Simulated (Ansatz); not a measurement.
## NiGe: a fit and a missing row

NiGe, Pnma, a = 5.397 Å, b = 3.481 Å, c = 5.846 Å. Ansatz: PBE, PAW, 420 eV, Γ-centred 8×10×6 mesh on 8 atoms, Gaussian smearing 0.10 eV; no spin polarisation. Shape and atoms are relaxed at each volume; pressure is positive in compression.

| V (Å³/atom) | P (GPa) |
| --- | --- |
| 12.080 | 23.20 |
| 12.492 | 15.81 |
| 12.904 | 9.58 |
| 13.316 | 4.36 |
| 13.727 | -0.02 |
| 14.139 | -3.67 |
| 14.551 | -6.69 |
| 15.100 | ? |

**Question.** Take V0 = 13.727 Å³/atom, count pressures from its P0 = -0.02 GPa, fit the third-order Birch–Murnaghan form to the other rows, and predict the missing pressure.

**Answer.** With the Eulerian strain f = ½[(V0/V)^(2/3) − 1] and y = (P − P0)/[3f(1 + 2f)^(5/2)], the form is the line y = B0 + 1.5 B0 (B0′ − 4) f. Rows (f, y): 0.04447, 140.7; 0.03243, 139.1; 0.02104, 137.2; 0.01024, 135.5; -0.00976, 131.0; -0.01906, 128.6. Means f = 0.01323, y = 135.35; Σ(Δf)² = 0.002986, ΣΔfΔy = 0.5711; the slope is their ratio. y = 132.8 + 191.3 f GPa, so B0 = 132.8 GPa and B0′ = 4 + 2 × (191.3)/(3 × 132.8) = 4.96. At V = 15.100, f = -0.03079, y = 126.91 and P = -10.02 GPa. The run gave -9.94 GPa, so the fit is 0.08 GPa too low, within twice the rms miss on the fitted rows (0.05 GPa). The form still works here, 22 % of the fitted range beyond its end.